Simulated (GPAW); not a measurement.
# TePb (Fm-3m) in GPAW: notebook

Aim: see how the results for TePb move with the level of theory and the settings. Levels: PBE, AM05, rSCAN+D3(BJ). Tasks: band structure, equation of state.

All numbers are computed with GPAW 26.7.0; they aren't measurements. Logs are shortened: lines on timing, memory, paths and dates and some standing lists are left out, and cuts for length are marked. The log counts tension as positive stress, the text compression.

**Experimental background.**

A printed reference work, monograph reports, for a bulk crystal of TePb at 4.2 K: band gap 0.19 eV (direct).

The runs below are set against these values where they give the same quantity.

## (1) The crystal as given

The structure is cubic, space group Fm-3m (No. 225). The conventional cell has a = 6.462 Å, b = 6.462 Å, c = 6.462 Å, α = 90.00°, β = 90.00°, γ = 90.00°. Pb (site symmetry m-3m) is surrounded by 6 Te at 3.23 Å. Around Te (site symmetry m-3m) lie 6 Pb at 3.23 Å.

## (2) Band structure, PBE

Input file run.py:

```python
from ase import Atoms
from ase.dft.bandgap import bandgap
from ase.io import write
from gpaw import GPAW

atoms = Atoms(['Pb', 'Te'],
              cell=[[0.0, 3.231, 3.231],
                    [3.231, 0.0, 3.231],
                    [3.231, 3.231, 0.0]],
              scaled_positions=[[0.0, 0.0, 0.0],
                                [0.5, 0.5, 0.5]],
              pbc=True)

calc = GPAW(mode='fd',
            h=0.16,
            xc='PBE',
            kpts={'size': (6, 6, 6), 'gamma': True},
            occupations={'name': 'fermi-dirac', 'width': 0.05},
            nbands=19,
            convergence={'density': 1e-05, 'energy': 1e-05},
            maxiter=150,
            txt='gpaw.txt')
atoms.calc = calc
energy = atoms.get_potential_energy()
forces = atoms.get_forces()
calc.write('gs.gpw')
write('result.traj', atoms)
print(f'Energy: {energy:.6f} eV')
print('Forces (eV/A):')
print(forces.round(4))
print('Fermi level:', round(calc.get_fermi_level(), 4), 'eV')
print(f'Gap: {bandgap(calc)[0]:.4f} eV, direct: {bandgap(calc, direct=True)[0]:.4f} eV')

path = atoms.cell.bandpath('GXWKGLUWLK,UX', npoints=60, eps=1e-4)
bs_calc = calc.fixed_density(kpts=path, symmetry='off', nbands=32,
                             convergence={'bands': 'CBM+6.0', 'eigenstates': 1e-6}, txt='bands.txt')
bs = bs_calc.band_structure()
bs.write('bs.json')
print(f'Gap on the path: {bandgap(bs_calc)[0]:.4f} eV')
```

Potentials or basis: GPAW PAW data sets (gpaw-data 1.2.1), fd.

Command:

```sh
> OMP_NUM_THREADS=1 python run.py
```

gpaw.txt:

```text
__  _  _
 | _ |_)|_||  |
 |__||  | ||/\| - 26.7.0

Input parameters:
  mode=FD(),
  convergence={'density': 1e-05, 'energy': 1e-05},
  h=0.16,
  kpts=MonkhorstPack(size=(6, 6, 6), gamma=True),
  maxiter=150,
  nbands=19,
  occupations=Occupations(name='fermi-dirac', width=0.05),
  xc=XC(name='PBE')

Diagonalizing LCAO Hamiltonian
Converting LCAO to fd mode

                 Te

       Pb

Atoms  # Å, Bohr magnetons
|   | symbol |        x |        y |        z |    initial magnetic moments |
|---|--------|----------|----------|----------|-----------------------------|
| 0 |     Pb | 0.000000 | 0.000000 | 0.000000 | ( 0.0000,  0.0000,  0.0000) |
| 1 |     Te | 3.231000 | 3.231000 | 3.231000 | ( 0.0000,  0.0000,  0.0000) |

Unit cell  # Å
| periodic |        x |        y |        z |  lengths |    angles |
|----------|----------|----------|----------|----------|-----------|
|      yes | 0.000000 | 3.231000 | 3.231000 | 4.569324 | 60.000000 |
|      yes | 3.231000 | 0.000000 | 3.231000 | 4.569324 | 60.000000 |
|      yes | 3.231000 | 3.231000 | 0.000000 | 4.569324 | 60.000000 |

Number of symmetries: 48
[... 51 lines left out ...]

BZ-sampling:
  Number of BZ points: 216
  Number of IBZ points: 16

  Monkhorst-Pack size: [6, 6, 6]
  Monkhorst-Pack shift: [0.08333333333333333, 0.08333333333333333, 0.08333333333333333]

K-points  # in reciprocal-cell coordinates
|     |                                coordinates |     weight |
|-----|--------------------------------------------|------------|
|   0 | (  0.00000000,   0.00000000,   0.00000000) | 0.00462963 |
|   1 | (  0.16666667,   0.16666667,   0.00000000) | 0.02777778 |
|   2 | (  0.16666667,   0.16666667,   0.16666667) | 0.03703704 |
|   3 | (  0.33333333,   0.16666667,   0.16666667) | 0.05555556 |
|   4 | (  0.33333333,   0.33333333,  -0.33333333) | 0.05555556 |
|   5 | (  0.33333333,   0.33333333,   0.00000000) | 0.02777778 |
|   6 | (  0.33333333,   0.33333333,   0.16666667) | 0.11111111 |
|   7 | (  0.33333333,   0.33333333,   0.33333333) | 0.03703704 |
|   8 | (  0.50000000,   0.33333333,  -0.33333333) | 0.11111111 |
|   9 | (  0.50000000,   0.33333333,  -0.16666667) | 0.05555556 |
| ... |                                            |            |
|  15 | (  0.50000000,   0.50000000,   0.50000000) | 0.01851852 |

Uniform wave function grid shape: (np.int64(24), np.int64(24), np.int64(24))
Spin-components: 1 (collinear spins)
Bands:           19
Projectors:      11
Spin-degeneracy: 2
Datatype:        complex128

Parallelization:
  kpt:    1
  domain: 1
  band:   1

Density:
  Valence electrons: 20.0
  Components: 1
  Grid points: [24 24 24]
  Charge: 0.0  # |e|

Potential:
  Grid points: [24 24 24]

species:
  Pb:
    name:    Lead
    Z:       82.0
    valence: 14
    core:    68
    charge:  0.0  # [|e|]
    compensation charges:
      type: gauss
      rc: 0.38  # [Å]
      lmax: 2
    cutoffs:
      filter: 2.36  # [Å]
      core: 2.43  # [Å]
    projectors
    | kind |    occ | energy [eV] | rcut [Å] |
    |------|--------|-------------|----------|
    |   6s |  2.000 |     -11.969 |    1.259 |
    |   6p |  2.000 |      -3.506 |    1.275 |
    |   5d | 10.000 |     -21.211 |    1.217 |
    |    s |        |      15.243 |    1.259 |
    |    p |        |      23.705 |    1.275 |
    |    d |        |       6.001 |    1.217 |

    Using partial waves for Pb as LCAO basis

  Te:
    name:    Tellurium
    Z:       52.0
    valence: 6
    core:    46
    charge:  0.0  # [|e|]
    compensation charges:
      type: gauss
      rc: 0.36  # [Å]
      lmax: 2
    cutoffs:
      filter: 2.09  # [Å]
      core: 3.17  # [Å]
    projectors
    | kind |    occ | energy [eV] | rcut [Å] |
    |------|--------|-------------|----------|
    |   5s |  2.000 |     -15.089 |    1.180 |
    |   5p |  4.000 |      -5.955 |    1.196 |
    |    s |        |      12.123 |    1.180 |
    |    p |        |      21.256 |    1.196 |
    |    d |        |       0.000 |    1.238 |

    Using partial waves for Te as LCAO basis

Reference energy: -752065.146798  # eV

eigensolver:
  PPCG
  Converge bands: occupied
  niter=2

density mixing:
  MSR1-Mixer
  Pratt-step length: 0.05
  Maximum mixing coefficient: 0.75
  Old densities: 10
  SVD Regularization: 0.005
  Good broyden scale: 1.0
  Trust region scale: 1.0
  Backstep threshold: 4.0
  History deletion threshold: 6.0
  Fourier metric: weight=20.0, sigma=0.015

occupation numbers:
  Fermi-Dirac:
    width: 0.0500  # eV

FastPoissonSolver using
    Stencil: 12*3+1=37 point O(h^6) finite-difference Laplacian
    FFT axes: [np.int64(0), np.int64(1), np.int64(2)]
    FST axes: []

xc functional:
  name: PBE with 2 nearest neighbor stencil
interpolation: tri-quintic # 5. degree polynomial

convergence criteria:
- Maximum integral of absolute [dens]ity change: 1e-05 electrons / valence electron
- Maximum [total energy] change in last 3 cyles: 1e-05 eV / valence electron
- Maximum integral of absolute [eigenst]ate change: 4e-08 eV^2 / valence electron
maximum number of iterations: 150

SCF iterations
|iter     | |      energy | eigst |  dens |
|---------|-|-------------|-------|-------|
|iter:   1| |   -7.911862 | +0.33 |       |
|iter:   2| |   -7.906219 | -1.08 | -1.35 |
|iter:   3| |   -7.821490 | -1.47 | -1.39 |
|iter:   4| |   -7.823294 | -2.73 | -1.97 |
|iter:   5| |   -7.823802 | -3.54 | -2.38 |
|iter:   6| |   -7.823852 | -4.43 | -3.15 |
|iter:   7| |   -7.823855c| -5.23 | -3.81 |
|iter:   8| |   -7.823856c| -5.93 | -4.43 |
|iter:   9| |   -7.823856c| -6.68 | -4.97 |
|iter:  10| |   -7.823856c| -7.35 | -5.61c|
|iter:  11| |   -7.823856c| -7.68c| -5.98c|

Converged in 11 steps
Energy contributions relative to reference atoms: (reference = -752065.146798)

Energy contributions:
  Kinetic:          19.597208
  Coulomb:         -19.977087
  Zero:              0.197299
  External:          0.000000
  Xc:               -7.641261
  Entropy:          -0.000030
  Spinorbit:         0.000000
  ----------------------------
  Free energy:      -7.823870
  Extrapolated:     -7.823856

dipole moment: (-27.312302, -27.312302, -27.312302)  # |e|*Ang

Fermi level: 6.043
Eigenvalues  # (at kpt = [0.000, 0.000, 0.000])
| band index |      eig [eV] | occ [0-2] |
|------------|---------------|-----------|
|          0 |       -11.051 |     2.000 |
|        ... |               |           |
|          2 |       -11.040 |     2.000 |
|          3 |       -11.040 |     2.000 |
|          4 |       -11.038 |     2.000 |
|          5 |        -6.328 |     2.000 |
|          6 |         0.142 |     2.000 |
|          7 |         4.303 |     2.000 |
[... 9 lines left out ...]
|         17 |        13.380 |     0.000 |
|         18 |        13.717 |     0.000 |

Gap: 0.692 eV
Transition (v -> c):
  (s=0, k=15, n=9, [0.50, 0.50, 0.50]) -> (s=0, k=15, n=10, [0.50, 0.50, 0.50])
No difference between direct/indirect transitions

Forces  # eV/Ang
|        x |        y |        z |
|----------|----------|----------|
| -0.00000 |  0.00000 | -0.00000 |  # Pb   0
|  0.00000 | -0.00000 |  0.00000 |  # Te   1

# Writing to gs.gpw (mode='')
```

Wall time 4.6 min (1 thread of Arm Neoverse V1, shared host); peak memory 0.9 GiB.

Results:

```
Free energy             : -7.8239 eV
Band gap on the k mesh  : 0.69 eV, direct
Band gap along the path : 0.69 eV, direct
```

Levels at the corners of the path, in eV from the valence-band top:
```tsv
point	band 8	band 9	band 10	band 11	band 12	band 13
Γ	-1.39	-1.39	-1.39	4.02	4.02	4.02
X	-4.54	-2.84	-2.84	3.27	5.42	5.42
W	-3.83	-3.83	-0.39	1.62	5.19	5.19
K	-4.16	-2.34	-2.11	3.54	3.73	5.10
Γ	-1.39	-1.39	-1.39	4.02	4.02	4.02
L	-0.93	-0.93	0.00	0.69	1.22	1.22
U	-4.16	-2.34	-2.11	3.54	3.73	5.10
W	-3.83	-3.83	-0.39	1.62	5.19	5.19
L	-0.93	-0.93	0.00	0.69	1.22	1.22
K	-4.16	-2.34	-2.11	3.54	3.73	5.10
U	-4.16	-2.34	-2.11	3.54	3.73	5.10
X	-4.54	-2.84	-2.84	3.27	5.42	5.42
```

Caveat: the real-space grid adds noise to forces; spin-orbit coupling is left out, which as a rule narrows the gap of such compounds by several tenths of an eV.

## (3) Equation of state, AM05

Input file run.py:

```python
from ase.eos import EquationOfState
from ase.io import Trajectory, read
from ase.units import GPa
from gpaw import GPAW, PW, setup_paths

setup_paths.insert(0, '.')

atoms = read('TePb.cif')

traj = Trajectory('eos.traj', 'w')
volumes, energies = [], []
for x in [0.94, 0.96, 0.98, 1.0, 1.02, 1.04, 1.06]:
    a = atoms.copy()
    a.set_cell(atoms.cell * x**(1 / 3), scale_atoms=True)
    calc = GPAW(mode=PW(600),
                xc='AM05',
                kpts={'size': (6, 6, 6), 'gamma': True},
                occupations={'name': 'fermi-dirac', 'width': 0.05},
                nbands=19,
                convergence={'density': 1e-05, 'energy': 1e-05},
                maxiter=150,
                txt=f'eos-{x:.2f}.txt')
    a.calc = calc
    energies.append(a.get_potential_energy(force_consistent=True))
    volumes.append(a.get_volume())
    p = -a.get_stress()[:3].mean() / GPa
    calc.write(f'eos-{x:.2f}.gpw')
    traj.write(a)
    print(f'{x:.2f} {volumes[-1]:10.4f} A^3 {energies[-1]:14.6f} eV {p:9.3f} GPa', flush=True)

v0, e0, B = EquationOfState(volumes, energies, eos='birchmurnaghan').fit()
print(f'V0 = {v0:.4f} A^3, E0 = {e0:.6f} eV, B0 = {B / GPa:.2f} GPa')
```

Input file TePb.cif:

```cif
data_TePb
_cell_length_a 4.56932402
_cell_length_b 4.56932402
_cell_length_c 4.56932402
_cell_angle_alpha 60.00000000
_cell_angle_beta 60.00000000
_cell_angle_gamma 60.00000000
_space_group_name_H-M_alt 'P1'
_space_group_name_Hall 'P 1'
_space_group_IT_number 1
loop_
_space_group_symop_operation_xyz
'x,y,z'
loop_
_atom_site_label
_atom_site_type_symbol
_atom_site_symmetry_multiplicity
_atom_site_Wyckoff_symbol
_atom_site_fract_x
_atom_site_fract_y
_atom_site_fract_z
_atom_site_occupancy
Pb1 Pb 1 a 0.0000000000 0.0000000000 0.0000000000 1
Te1 Te 1 a 0.5000000000 0.5000000000 0.5000000000 1
```

Potentials or basis: PAW data sets generated in the run's folder for this functional, pw.

Command:

```sh
> gpaw-setup -f AM05 Pb Te
> OMP_NUM_THREADS=1 python run.py
```

It took 1.9 min on 1 thread of Arm Neoverse V1, shared host; peak memory 0.26 GiB.

The run converged. Its results:

```yaml
Equilibrium_volume: 33.57 Å³/atom
Bulk_modulus: 42 GPa
Pressure_derivative_of_the_bulk_modulus: 4.6
```

Energy against volume, from the lowest point:
```csv
volume (Å³/atom),energy (meV/atom)
31.706,15.07
32.380,5.83
33.055,0.96
33.730,0.00
34.404,2.54
35.079,8.20
35.753,16.65
```

(Continued in part 2 of 2.)
